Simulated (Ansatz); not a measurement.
**GaP: the gap under pressure**

GaP, F-43m, a = 5.505 Å. Ansatz: PBE, PAW, 420 eV, Γ-centred 8×8×8 mesh on 2 atoms, Gaussian smearing 0.02 eV; no spin polarisation. Cell and atoms are relaxed at each pressure, and no other structure is tried; the real crystal is known to change phase within this range, so the rows at high pressure are metastable. The gap is sought over the whole zone. The pressures are the targets, met within 0.05 GPa.

```
P (GPa) gap y (eV)
   -3.0           ?
    0.0       1.583
    3.0       1.582
    8.0       1.488
   15.0       1.365
   30.0       1.133
   60.0       0.747
```

Q: Fit y = E0 + αP + βP² to the other rows and predict the missing gap.

A: Least squares on the rows shown. y = 1.6090 − 0.016776 P + 3.9625×10⁻⁵ P². So α = -16.8 meV/GPa, but an edge moves to another point of the zone between 0 and 3 GPa, so this isn't the slope at zero pressure. With a term in P³ added, the coefficient of P becomes -0.01294, 23 % less, which shows how far this figure hangs on the form. At P = -3.0 the fit asked for gives 1.660 eV. The run gave 1.233 eV, so the fit is 0.427 eV too high, 51 % of the span of the series, against an rms of 0.015 eV on the fitted rows. The row lies outside the fitted range. With a term in P³ added, a fit to the same known rows predicts 1.636 eV, no real gain. Also, among the fitted rows a band edge sits at another point of the zone at 3, 8, 15, 30, 60 GPa than at zero pressure, so one curve spans more than one gap, which can bend the series.

The mesh isn't the same in all rows (8×8×8, 10×10×10). Semilocal functionals give gaps under the measured ones; changes of the gap mostly carry over better.